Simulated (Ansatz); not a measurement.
Relativity in Os

```
Os
1.0
     2.73410    0.00000    0.00000
    -1.36705    2.36780    0.00000
     0.00000    0.00000    4.31970
Os
2
Direct
  0.33333 0.66667 0.25000
  0.66667 0.33333 0.75000
```

Atom numbers follow the list: Os1, Os2.

The geometry is COD entry 9017843, unchecked; take it as a test cell.

One fixed cell is solved with PBE by full-potential LAPW in Ansatz 0.2.0 under different relativistic treatments. Pressure is positive in compression.

Spin–orbit coupling is left out, though it moves levels of the heavy atoms by tenths of an eV or more.

Sampling and basis: a Γ-centred 17×17×10 k mesh, Fermi–Dirac smearing of 0.08 eV, basis error target 1 meV/atom, no spin polarisation.

```
                                             setting  P (GPa)
                                 scalar-relativistic     8.76
                                    non-relativistic    42.51
scalar-relativistic, inner shells corrected to Dirac     8.97
```
